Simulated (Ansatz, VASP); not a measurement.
## H2 in VASP and in Ansatz

Contents of POSCAR:

```
H
1.0
   12.0000000000      0.0000000000      0.0000000000
    0.0000000000     12.3000000000      0.0000000000
    0.0000000000      0.0000000000     12.6000000000
H
2
Direct
    0.5000000000      0.5000000000      0.4705755676
    0.5000000000      0.5000000000      0.5294244324
```

Contents of INCAR.step1:

```
SYSTEM = H
ALGO     = Normal         ! electronic algorithm
EDIFF    = 1E-5           ! SCF threshold, eV
ENCUT    = 520            ! plane-wave cutoff, eV
GGA      = PE             ! functional
ISIF     = 2              ! what is computed and relaxed
ISMEAR   = -1             ! smearing method
LASPH    = .True.         ! aspherical terms in the spheres
LCHARG   = .False.        ! write CHGCAR
LREAL    = .False.        ! projectors in reciprocal space
LWAVE    = .True.         ! write WAVECAR
NBANDS   = 8              ! bands
NELM     = 80             ! most SCF steps
PREC     = Accurate       ! precision mode
SIGMA    = 0.01           ! smearing width, eV
```

The input INCAR.step2:

```
SYSTEM = H
AEXX     = 0.25           ! exact-exchange fraction
ALGO     = Normal         ! electronic algorithm
EDIFF    = 1E-6           ! SCF threshold, eV
ENCUT    = 520            ! plane-wave cutoff, eV
ISIF     = 2              ! what is computed and relaxed
ISMEAR   = -1             ! smearing method
ISTART   = 1            
LASPH    = .True.         ! aspherical terms in the spheres
LCHARG   = .False.        ! write CHGCAR
LHFCALC  = .True.         ! exact exchange
LMIXTAU  = .True.       
LREAL    = .False.        ! projectors in reciprocal space
LWAVE    = .False.        ! write WAVECAR
METAGGA  = R2SCAN         ! meta-GGA
NBANDS   = 8              ! bands
NELM     = 80             ! most SCF steps
PREC     = Accurate       ! precision mode
PRECFOCK = Normal       
SIGMA    = 0.01           ! smearing width, eV
```

Contents of KPOINTS:

```
k-points
0
Gamma
  1 1 1
  0 0 0
```

Input for Ansatz:

```yaml
crystal:
  lattice:
    - [12.0, 0.0, 0.0]
    - [0.0, 12.3, 0.0]
    - [0.0, 0.0, 12.6]
  atoms:
    - { symbol: H, position: [0.5, 0.5, 0.4705755676] }
    - { symbol: H, position: [0.5, 0.5, 0.5294244324] }
hamiltonian:
  xc: r2scan0
  pseudopotentials:
    kind: paw
    azcp:
      H: "pseudopotentials/H.paw.azcp"
basis:
  ecutwfc: 500
  fft_grid_basis: typed
kpoints:
  mp_grid: { grid: [1, 1, 1], shift: [0, 0, 0] }
magnetization:
  spin_polarized: false
scf:
  occupations: { method: fermi_dirac, width: 0.01 }
```

Alike in both runs: task single point; functional r2SCAN0; k mesh 1 × 1 × 1; occupations fermi-dirac, width 0.01 eV; no spin polarisation.

```csv
,VASP,Ansatz
version,VASP 6.6.1,Ansatz 0.2.0
potentials or method,"VASP PAW PBE potentials, release 64 (H)","plane waves (500 eV) with PAW, scalar-relativistic"
plane-wave cutoff (eV),520,500
valence electrons in the cell,2,2
```

Ansatz gave:

```
gap on the k mesh at the Fermi level (eV) : 12.35
```

**Question.** What did VASP give for the same quantities?

**Answer.** gap on the k mesh at the Fermi level (eV): 12.26.
